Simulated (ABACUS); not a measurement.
The system is W.

```
CELL_PARAMETERS angstrom
-1.58234 1.58234 1.58234
1.58234 -1.58234 1.58234
1.58234 1.58234 -1.58234
ATOMIC_POSITIONS crystal
W 0.00000 0.00000 0.00000
```

```yaml
Program: ABACUS 3.10.1
Task: single point
Functional: PBE
Potentials_or_basis: PseudoDojo NC SR 0.4.1 PBE standard
Cutoff: 1361 eV
Density_cutoff: 5442 eV
Basis: DZP LCAO (the cutoffs set its grid)
k_mesh: 12 × 12 × 12
Occupations: fermi-dirac, width 0.05 eV
Spin: no spin polarisation
```

On this cell: pressure 7.4 GPa; band gap on the k mesh none (metal or under the smearing width).

The same run follows on a disturbed copy (cell strained at random at fixed volume):

```
CELL_PARAMETERS angstrom
-1.54480 1.61508 1.63102
1.57115 -1.54525 1.58754
1.54570 1.54614 -1.56120
ATOMIC_POSITIONS crystal
W 0.01093 0.00770 0.02297
```

What changes?

The energy (extrapolated to zero smearing) moves by +24.0 meV/atom; pressure 7.6 GPa; band gap on the k mesh none (metal or under the smearing width).

Stress tensor (GPa, compression positive):
```
13.34  0.64 -2.27
 0.64  7.51 -6.61
-2.27 -6.61  2.00
```

Caveats: the atomic orbitals were generated for these runs and aren't a published set; the basis of atomic orbitals isn't converged, which shifts pressures, moduli and gaps.
